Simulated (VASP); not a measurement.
# GaP (R-3m) in VASP: a series of runs

Runs on GaP. Level: PBE. Tasks: single point.

All numbers are computed with VASP 6.6.1; they aren't measurements. Logs are shortened: lines on timing, memory, paths and dates and some standing lists are left out, and cuts for length are marked.

## (1) The crystal as given

Symmetry: R-3m, No. 166, trigonal system. The conventional cell has a = 3.886 Å, b = 3.886 Å, c = 19.292 Å, α = 90.00°, β = 90.00°, γ = 120.00°. Ga (site symmetry 3m) is surrounded by 3 P at 2.40 Å and 1 Ga at 2.49 Å. Around P (site symmetry 3m) lie 1 P at 2.21 Å and 3 Ga at 2.40 Å.

Measurements of this composition are mostly on another form, of space group No. 216.

## (2) Single point, PBE

Contents of INCAR:

```
SYSTEM = GaP
ADDGRID = .FALSE. ; ALGO = Normal
EDIFF = 0.01 ; ENCUT = 450
GGA = PE ; ISIF = 2
ISMEAR = 0 ; LASPH = .TRUE.
LCHARG = .FALSE. ; LREAL = .FALSE.
LWAVE = .FALSE. ; NELM = 100
PREC = Accurate ; SIGMA = 0.05
```

Contents of KPOINTS:

```
k-points
0
G
  4 4 4
  0 0 0
```

Contents of POSCAR:

```
GaP
1.0
    1.9430151755      1.1218003346      6.4308101003
   -1.9430151755      1.1218003346      6.4308101003
    0.0000000000     -2.2436006692      6.4308101003
Ga P
2 2
Direct
    0.5646280000      0.5646280000      0.5646280000
    0.4353720000      0.4353720000      0.4353720000
    0.9426110000      0.9426110000      0.9426110000
    0.0573890000      0.0573890000      0.0573890000
```

Potentials or basis: VASP PAW PBE potentials, release 64 (Ga_d, P).

Command:

```console
$ cat potpaw_PBE.64/Ga_d/POTCAR potpaw_PBE.64/P/POTCAR > POTCAR
$ mpirun -np 1 vasp_std > vasp.out
```

OUTCAR:

```text
SYSTEM = GaP
   EDIFF = 0.01
   ENCUT = 450
   GGA = PE
   ISIF = 2
   ISMEAR = 0
   LASPH = .TRUE.
   LREAL = .FALSE.
   NELM = 100
   PREC = Accurate

 Found     13 irreducible k-points:

 Following reciprocal coordinates:
            Coordinates               Weight
  0.000000  0.000000  0.000000      1.000000
  0.250000  0.000000  0.000000      6.000000
  0.500000  0.000000  0.000000      3.000000
  0.250000  0.250000  0.000000      6.000000
  0.500000  0.250000 -0.000000     12.000000
 -0.250000  0.250000  0.000000      6.000000
   k-points           NKPTS =     13   k-points in BZ     NKDIM =     13   number of bands    NBANDS=     22
   number of dos      NEDOS =    301   number of ions     NIONS =      4
   total plane-waves  NPLWV = 110592
   dimension x,y,z NGX =    48 NGY =   48 NGZ =   48
   dimension x,y,z NGXF=    96 NGYF=   96 NGZF=   96
   ions per type =               2   2
   NGX,Y,Z   is equivalent  to a cutoff of  11.72, 11.72, 11.72 a.u.
   NGXF,Y,Z  is equivalent  to a cutoff of  23.43, 23.43, 23.43 a.u.
 SYSTEM =  GaP
   PREC   = accura    normal or accurate (medium, high low for compatibility)
   ISTART =      0    job   : 0-new  1-cont  2-samecut
   ICHARG =      2    charge: 1-file 2-atom 10-const
   ISPIN  =      1    spin polarized calculation?
   LNONCOLLINEAR =      F non collinear calculations
   LSORBIT =      F    spin-orbit coupling
   LASPH  =      T    aspherical Exc in radial PAW
   ENCUT  =  450.0 eV  33.07 Ry    5.75 a.u.  11.78 11.78 11.78*2*pi/ulx,y,z
   NELM   =    100;   NELMIN=  2; NELMDL= -5     # of ELM steps
   EDIFF  = 0.1E-01   stopping-criterion for ELM
   LREAL  =      F    real-space projection
   EDIFFG = 0.1E+00   stopping-criterion for IOM
   NSW    =      0    number of steps for IOM
   IBRION =     -1    ionic relax: 0-MD 1-quasi-New 2-CG
[... 14 lines left out ...]
     AMIX     =   0.40;   BMIX     =  1.00
     AMIX_MAG =   1.60;   BMIX_MAG =  1.00
  volume/ion in A,a.u.               =      21.03       141.89
  Fermi-wavevector in a.u.,A,eV,Ry     =   1.233785  2.331515 20.711129  1.522225
  Thomas-Fermi vector in A             =   2.368501
   LORBIT       =      0    0 simple, 1 ext, 2 COOP (PROOUT), +10 PAW based schemes
   GGA     = PE    functional components
[... 5 lines left out ...]
 non-spin polarized calculation
 Gauss-broadening in eV      SIGMA  =   0.05
  energy-cutoff  :      450.00
  volume of cell :       84.10
 maximum number of plane-waves:      1846
   NGX = 23   NGY = 23   NGZ = 23

 number of electron      35.9999993 magnetization

 Free energy of the ion-electron system (eV)
  ---------------------------------------------------
  ext. energy  EPLUGINS =         0.00000000
  ---------------------------------------------------
  free energy    TOTEN  =       -17.59631630 eV

  energy without entropy =      -17.59631630  energy(sigma->0) =      -17.59631630

 E-fermi :   4.9003     XC(G=0):  -9.6727

 val. band max:        4.6400630926   @ k =   0.0000   0.0000   0.0000
 cond. band min:       5.4595712039   @ k =   0.5000   0.5000   0.0000
 fundamental gap:      0.8195081113
 Fermi energy:         4.9002740538

 k-point     1 :       0.0000    0.0000    0.0000
  band No.  band energies     occupation
      1     -10.1162      2.00000
      2      -9.9890      2.00000
      3      -9.9890      2.00000
      4      -9.9736      2.00000
      5      -9.9736      2.00000
      6      -9.9232      2.00000
[... 14 lines left out ...]
     21       7.3789      0.00000
     22       8.2986      0.00000

 k-point     2 :       0.2500    0.0000    0.0000
  band No.  band energies     occupation
      1     -10.1063      2.00000
      2     -10.0459      2.00000
      3     -10.0006      2.00000
      4      -9.9846      2.00000
      5      -9.9517      2.00000
      6      -9.9331      2.00000
[... 14 lines left out ...]
     21       7.5856      0.00000
     22       9.5599      0.00000

 k-point     3 :       0.5000    0.0000    0.0000
  band No.  band energies     occupation
      1     -10.1014      2.00000
      2     -10.0895      2.00000
      3     -10.0188      2.00000
      4      -9.9826      2.00000
      5      -9.9438      2.00000
      6      -9.9299      2.00000
[... 14 lines left out ...]
     21       8.2618      0.00000
     22       9.1110      0.00000

 k-point     4 :       0.2500    0.2500    0.0000
  band No.  band energies     occupation
      1     -10.1059      2.00000
      2     -10.0348      2.00000
      3     -10.0088      2.00000
      4      -9.9873      2.00000
      5      -9.9511      2.00000
      6      -9.9330      2.00000
[... 14 lines left out ...]
     21       8.2822      0.00000
     22       8.8524      0.00000

 k-point     5 :       0.5000    0.2500   -0.0000
  band No.  band energies     occupation
      1     -10.0943      2.00000
      2     -10.0733      2.00000
      3     -10.0279      2.00000
      4      -9.9792      2.00000
      5      -9.9585      2.00000
      6      -9.9193      2.00000
[... 14 lines left out ...]
     21       8.3798      0.00000
     22       9.3750      0.00000

 k-point     6 :      -0.2500    0.2500    0.0000
  band No.  band energies     occupation
      1     -10.0996      2.00000
      2     -10.0727      2.00000
      3     -10.0253      2.00000
      4      -9.9790      2.00000
      5      -9.9580      2.00000
      6      -9.9193      2.00000
[... 14 lines left out ...]
     21       9.0597      0.00000
     22       9.6296      0.00000

 [... further k-points ...]

------------------------ aborting loop because EDIFF is reached ----------------------------------------

  FORCE on cell =-STRESS in cart. coord.  units (eV):
  Direction    XX          YY          ZZ          XY          YZ          ZX
  --------------------------------------------------------------------------------------
  -------------------------------------------------------------------------------------
  Total       -2.2095299     -2.2095299     -2.6333412      0.0000000     -0.0000000      0.0000000
  in kB      -42.0922138    -42.0922138    -50.1659475      0.0000000     -0.0000000      0.0000000
  external PRESSURE =     -44.7834583 kB  Pullay stress =       0.0000000 kB

 VOLUME and BASIS-vectors are now :
 -----------------------------------------------------------------------------
  energy-cutoff  :      450.00
  volume of cell :       84.10
      direct lattice vectors                 reciprocal lattice vectors
     1.943015176  1.121800335  6.430810100     0.257332010  0.148570705  0.051833801
    -1.943015176  1.121800335  6.430810100    -0.257332010  0.148570705  0.051833801
     0.000000000 -2.243600669  6.430810100     0.000000000 -0.297141410  0.051833801

 POSITION                                       TOTAL-FORCE (eV/Angst)
 -----------------------------------------------------------------------------------
      0.00000      0.00000     10.89305         0.000000     -0.000000     -0.039304
      0.00000      0.00000      8.39938         0.000000      0.000000      0.039304
      0.00000      0.00000     18.18526         0.000000     -0.000000     -0.006333
      0.00000      0.00000      1.10717         0.000000     -0.000000      0.006333
 -----------------------------------------------------------------------------------
    total drift:                               -0.000000      0.000000      0.000000

  FREE ENERGIE OF THE ION-ELECTRON SYSTEM (eV)
  ---------------------------------------------------
  free  energy   TOTEN  =       -17.5963163044 eV

  energy  without entropy=      -17.5963163044  energy(sigma->0) =      -17.59631630
```

Run time: 26 s. Hardware: 1 thread of Intel Xeon Platinum 8488C (Sapphire Rapids), shared host; peak memory 0.31 GiB.

The run converged, but some of its settings lie outside the range that counts as converged, so its numbers aren't taken as properties of the crystal.

What came out:

```yaml
Free_energy: -17.5963 eV
Pressure: -4.5 GPa
Largest_force: 0.039 eV/Å
Band_gap_on_the_k_mesh: 0.82 eV, indirect (least direct gap 1.10 eV)
```

Caveat: the k mesh is coarse (spacing up to 0.47 Å⁻¹), so the values aren't converged.

## (3) Single point, PBE

INCAR, as its differences from that of step 2:

```diff
@@ -2,3 +2,3 @@
 ADDGRID = .FALSE. ; ALGO = Normal
-EDIFF = 0.01 ; ENCUT = 450
+EDIFF = 0.001 ; ENCUT = 450
 GGA = PE ; ISIF = 2
```

KPOINTS is that of step 2.

POSCAR is that of step 2.

Potentials or basis: VASP PAW PBE potentials, release 64 (Ga_d, P).

Command:

```console
$ cat potpaw_PBE.64/Ga_d/POTCAR potpaw_PBE.64/P/POTCAR > POTCAR
$ mpirun -np 1 vasp_std > vasp.out
```

OUTCAR:

```text
SYSTEM = GaP
   EDIFF = 0.001
   ENCUT = 450
   GGA = PE
   ISIF = 2
   ISMEAR = 0
   LASPH = .TRUE.
   LREAL = .FALSE.
   NELM = 100
   PREC = Accurate

 Found     13 irreducible k-points:

 Following reciprocal coordinates:
            Coordinates               Weight
  0.000000  0.000000  0.000000      1.000000
  0.250000  0.000000  0.000000      6.000000
  0.500000  0.000000  0.000000      3.000000
  0.250000  0.250000  0.000000      6.000000
  0.500000  0.250000 -0.000000     12.000000
 -0.250000  0.250000  0.000000      6.000000
   k-points           NKPTS =     13   k-points in BZ     NKDIM =     13   number of bands    NBANDS=     22
   number of dos      NEDOS =    301   number of ions     NIONS =      4
   total plane-waves  NPLWV = 110592
   dimension x,y,z NGX =    48 NGY =   48 NGZ =   48
   dimension x,y,z NGXF=    96 NGYF=   96 NGZF=   96
   ions per type =               2   2
   NGX,Y,Z   is equivalent  to a cutoff of  11.72, 11.72, 11.72 a.u.
   NGXF,Y,Z  is equivalent  to a cutoff of  23.43, 23.43, 23.43 a.u.
 SYSTEM =  GaP
   PREC   = accura    normal or accurate (medium, high low for compatibility)
   ISTART =      0    job   : 0-new  1-cont  2-samecut
   ICHARG =      2    charge: 1-file 2-atom 10-const
   ISPIN  =      1    spin polarized calculation?
   LNONCOLLINEAR =      F non collinear calculations
   LSORBIT =      F    spin-orbit coupling
   LASPH  =      T    aspherical Exc in radial PAW
[... 57 lines left out ...]

 k-point     1 :       0.0000    0.0000    0.0000
  band No.  band energies     occupation
      1     -10.1522      2.00000
      2     -10.0254      2.00000
      3     -10.0254      2.00000
      4     -10.0102      2.00000
      5     -10.0102      2.00000
      6      -9.9600      2.00000
[... 139 lines left out ...]
     21       9.0620      0.00000
     22       9.6299      0.00000

 [... further k-points ...]

------------------------ aborting loop because EDIFF is reached ----------------------------------------

  FORCE on cell =-STRESS in cart. coord.  units (eV):
  Direction    XX          YY          ZZ          XY          YZ          ZX
  --------------------------------------------------------------------------------------
  -------------------------------------------------------------------------------------
  Total        0.3039627      0.3039627     -0.0811935     -0.0000000      0.0000000      0.0000000
  in kB        5.7905812      5.7905812     -1.5467617     -0.0000000      0.0000000      0.0000000
  external PRESSURE =       3.3448002 kB  Pullay stress =       0.0000000 kB

 VOLUME and BASIS-vectors are now :
 -----------------------------------------------------------------------------
  energy-cutoff  :      450.00
  volume of cell :       84.10
      direct lattice vectors                 reciprocal lattice vectors
     1.943015176  1.121800335  6.430810100     0.257332010  0.148570705  0.051833801
    -1.943015176  1.121800335  6.430810100    -0.257332010  0.148570705  0.051833801
     0.000000000 -2.243600669  6.430810100     0.000000000 -0.297141410  0.051833801

 POSITION                                       TOTAL-FORCE (eV/Angst)
 -----------------------------------------------------------------------------------
      0.00000      0.00000     10.89305         0.000000     -0.000000     -0.031006
      0.00000      0.00000      8.39938         0.000000      0.000000      0.031006
      0.00000      0.00000     18.18526         0.000000     -0.000000      0.004502
      0.00000      0.00000      1.10717         0.000000      0.000000     -0.004502
 -----------------------------------------------------------------------------------
    total drift:                               -0.000000      0.000000      0.000000

  FREE ENERGIE OF THE ION-ELECTRON SYSTEM (eV)
  ---------------------------------------------------
  free  energy   TOTEN  =       -17.5969053241 eV

  energy  without entropy=      -17.5969053241  energy(sigma->0) =      -17.59690532
```

OSZICAR:

```text
N       E                     dE             d eps       ncg     rms          rms(c)
DAV:   1     0.217384199516E+03    0.21738E+03   -0.16210E+04   572   0.216E+03
DAV:   2     0.605635250487E+01   -0.21133E+03   -0.20717E+03   624   0.448E+02
DAV:   3    -0.171992701613E+02   -0.23256E+02   -0.23000E+02   704   0.121E+02
DAV:   4    -0.179022624834E+02   -0.70299E+00   -0.70147E+00   732   0.226E+01
DAV:   5    -0.179196088349E+02   -0.17346E-01   -0.17321E-01   750   0.305E+00    0.633E+00
DAV:   6    -0.176437873092E+02    0.27582E+00   -0.54384E-01   790   0.107E+01    0.384E+00
DAV:   7    -0.175955610851E+02    0.48226E-01   -0.30970E-01   700   0.328E+00    0.108E+00
DAV:   8    -0.175964051430E+02   -0.84406E-03   -0.36472E-02   726   0.238E+00    0.230E-01
DAV:   9    -0.175969053241E+02   -0.50018E-03   -0.46880E-03   606   0.829E-01
   1 F= -.17596905E+02 E0= -.17596905E+02  d E =-.833954E-14
```

It took 26 s on 1 thread of Intel Xeon Platinum 8488C (Sapphire Rapids), shared host; peak memory 0.3 GiB.

These settings aren't checked as converged: the numbers below hold their error.

Results:

- Free energy: -17.5969 eV
- Pressure: 0.3 GPa
- Largest force: 0.031 eV/Å
- Band gap on the k mesh: 0.82 eV, indirect (least direct gap 1.12 eV)

Caveat: the k mesh is coarse (spacing up to 0.47 Å⁻¹), so the values aren't converged.

(Part 1 of 3 ends here.)
